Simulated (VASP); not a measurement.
# OCH4 in VASP: further runs, part 2 of 2

VASP 6.6.1. The steps go on from the part before.

## Step 4: Single point, RPBE

INCAR

```
  PREC = Accurate
  ENCUT = 400
  EDIFF = 1E-6
  ISMEAR = 0
  SIGMA = 0.01
  LREAL = False
  LASPH = True
  NELM = 60
  ALGO = Normal
  ISIF = 2
  LWAVE = False
  LCHARG = False
  GGA = RP
  NBANDS = 16
  ISYM = 0
```

KPOINTS

```
Automatic mesh
0
Gamma
  1 1 1
```

POSCAR

```
H4CO                                    
1.0
   12.7722774153      0.0000000000      0.0000000000
    0.0000000000     13.2722774153      0.0000000000
    0.0000000000      0.0000000000     13.7722774153
  O               C               H             
     1     1     4
Selective dynamics
Direct
     0.5814554605000026    0.4957380617999974    0.4800698287999978   F   F   F
     0.4708147988789214    0.4985571838285516    0.4959067213171627   T   T   T
     0.6154427368267843    0.5348604687188803    0.5307252248145717   T   T   T
     0.4484265039220576    0.4647295819780385    0.5661566145199871   T   T   T
     0.4353623469721870    0.4537941132607153    0.4375756138726607   T   T   T
     0.4391063773747468    0.5758483515952938    0.4918607718760808   T   T   T
```

Command:

```
> cat potpaw_PBE.64/O/POTCAR potpaw_PBE.64/C/POTCAR potpaw_PBE.64/H/POTCAR > POTCAR
> mpirun -np 1 vasp_gam > vasp.out
```

Wall time 1.9 min (1 thread of Intel Xeon Platinum 8488C (Sapphire Rapids), shared host); peak memory 1.1 GiB.

The run converged. Its results:

| Item | Value |
| --- | --- |
| Free energy | -29.9479 eV |
| Largest force | 0.284 eV/Å |
| Gap between the frontier levels | 5.47 eV |

Forces on the atoms (eV/Å):
```
O    0.275 -0.023 -0.065
C   -0.182  0.006  0.030
H   -0.007  0.016  0.024
H   -0.020 -0.009  0.049
H   -0.042 -0.037 -0.048
H   -0.024  0.047  0.011
```

Levels at points of the mesh, in eV from the valence-band top:
| k point | band 3 | band 4 | band 5 | band 6 | band 7 | band 8 | band 9 | band 10 | band 11 | band 12 |
| --- | --- | --- | --- | --- | --- | --- | --- | --- | --- | --- |
| (0.00, 0.00, 0.00) | -6.15 | -4.30 | -4.01 | -1.70 | 0.00 | 5.47 | 6.10 | 6.53 | 6.64 | 6.69 |

Caveat: the cutoff is under 1.25 times the usual one of these potentials, so pressure, stress and relaxed cells hold a basis-set (Pulay) error; the PAW data sets were made with another functional, which shifts forces and pressure a little.

## Step 5: Single point, RPBE+D3(BJ)

Changes to INCAR since step 4:

```diff
@@ -13,2 +13,3 @@
   GGA = RP
+  IVDW = 12
   NBANDS = 16
```

KPOINTS is that of step 4.

POSCAR is that of step 4.

Potentials or basis: VASP PAW PBE potentials, release 64 (O, C, H).

Command:

```
> cat potpaw_PBE.64/O/POTCAR potpaw_PBE.64/C/POTCAR potpaw_PBE.64/H/POTCAR > POTCAR
> mpirun -np 1 vasp_gam > vasp.out
```

OUTCAR:

```text
PREC = Accurate
   ENCUT = 400
   EDIFF = 1E-6
   ISMEAR = 0
   LREAL = False
   LASPH = True
   NELM = 60
   ISIF = 2
   GGA = RP
   IVDW = 12
   ISYM = 0
 IVDW          = 12

 ion  position               nearest neighbor table
   1  0.581  0.496  0.480-   3 0.97   2 1.43
   2  0.471  0.499  0.496-   5 1.10   4 1.10   6 1.10   1 1.43
   3  0.615  0.535  0.531-   1 0.97
   4  0.448  0.465  0.566-   2 1.10
   5  0.435  0.454  0.438-   2 1.10
   6  0.439  0.576  0.492-   2 1.10

[... 165 lines left out ...]
  --------------------------------------------------------------------------------------
  -------------------------------------------------------------------------------------
  Total      -0.54199    -1.02960    -0.93476     0.00712     0.08421    -0.05431
  in kB      -0.37195    -0.70658    -0.64149     0.00489     0.05779    -0.03727
  external pressure =       -0.57 kB  Pullay stress =        0.00 kB

 VOLUME and BASIS-vectors are now :
 -----------------------------------------------------------------------------
  energy-cutoff  :      400.00
  volume of cell :     2334.64
      direct lattice vectors                 reciprocal lattice vectors
    12.772277415  0.000000000  0.000000000     0.078294572  0.000000000  0.000000000
     0.000000000 13.272277415  0.000000000     0.000000000  0.075345019  0.000000000
     0.000000000  0.000000000 13.772277415     0.000000000  0.000000000  0.072609632

 POSITION                                       TOTAL-FORCE (eV/Angst)
 -----------------------------------------------------------------------------------
      7.42651      6.57957      6.61165         0.241895     -0.022284     -0.060669
      6.01338      6.61699      6.82976        -0.167571      0.008561      0.031755
      7.86061      7.09882      7.30930        -0.037428      0.010095      0.018644
      5.72743      6.16802      7.79727        -0.003368     -0.000586      0.035064
      5.56057      6.02288      6.02641        -0.027397     -0.027696     -0.037057
      5.60839      7.64282      6.77404        -0.006131      0.031910      0.012263
 -----------------------------------------------------------------------------------
    total drift:                                0.000102      0.001303     -0.000802

  FREE ENERGIE OF THE ION-ELECTRON SYSTEM (eV)
  ---------------------------------------------------
  free  energy   TOTEN  =       -30.2225492111 eV

  energy  without entropy=      -30.2225492111  energy(sigma->0) =      -30.22254921
```

stdout:

```text
POSCAR found type information on POSCAR O C H
 POSCAR found :  3 types and       6 ions
 scaLAPACK will be used
 -----------------------------------------------------------------------------
|                                                                             |
|                                                                             |
|     You enforced a specific xc type in the INCAR file but a different       |
|     I HOPE YOU KNOW WHAT YOU ARE DOING!                                     |
|                                                                             |
 -----------------------------------------------------------------------------

 LDA part: xc-table for (Slater+PW92), standard interpolation
 POSCAR, INCAR and KPOINTS ok, starting setup
 FFT: planning ... GRIDC
 FFT: planning ... GRID_SOFT
 FFT: planning ... GRID
 WAVECAR not read
 entering main loop
```

It took 1.8 min on 1 thread of Intel Xeon Platinum 8488C (Sapphire Rapids), shared host; peak memory 1.1 GiB.

Results:

| Item | Value |
| --- | --- |
| Free energy | -30.2225 eV |
| Largest force | 0.250 eV/Å |
| Gap between the frontier levels | 5.47 eV |
| Dispersion energy per atom | -0.046 eV |

Forces in eV/Å, atoms in the order of the input:
```
O    0.242 -0.022 -0.061
C   -0.168  0.009  0.032
H   -0.037  0.010  0.019
H   -0.003 -0.001  0.035
H   -0.027 -0.028 -0.037
H   -0.006  0.032  0.012
```

Caveat: the cutoff is under 1.25 times the usual one of these potentials, so pressure, stress and relaxed cells hold a basis-set (Pulay) error; the PAW data sets were made with another functional, which shifts forces and pressure a little.

## Step 6: The runs side by side

| task | level | cell | atoms held fixed (from 0) | gap on the mesh (eV) | largest force (eV/Å) |
| --- | --- | --- | --- | --- | --- |
| relaxation of the atoms | PBE+D3(BJ) | atoms relaxed | [0] | 5.57 | - |
| single point | PBE | as given | - | 5.57 | 0.03 |
| single point | RPBE | as given | - | 5.47 | 0.28 |
| single point | RPBE+D3(BJ) | as given | - | 5.47 | 0.25 |

Alike in all rows: potentials or basis VASP PAW PBE potentials, release 64 (O, C, H); no spin polarisation; k mesh 1 × 1 × 1; cutoff (eV) 400; smearing gaussian 0.01 eV.

On the cell as given the gap runs from 5.47 eV (RPBE) to 5.57 eV (PBE).

Caveats: the cutoff is under 1.25 times the usual one of these potentials, so pressure, stress and relaxed cells hold a basis-set (Pulay) error; the PAW data sets were made with another functional, which shifts forces and pressure a little (some runs).

Absolute energies hang on the potentials; compare differences alone.
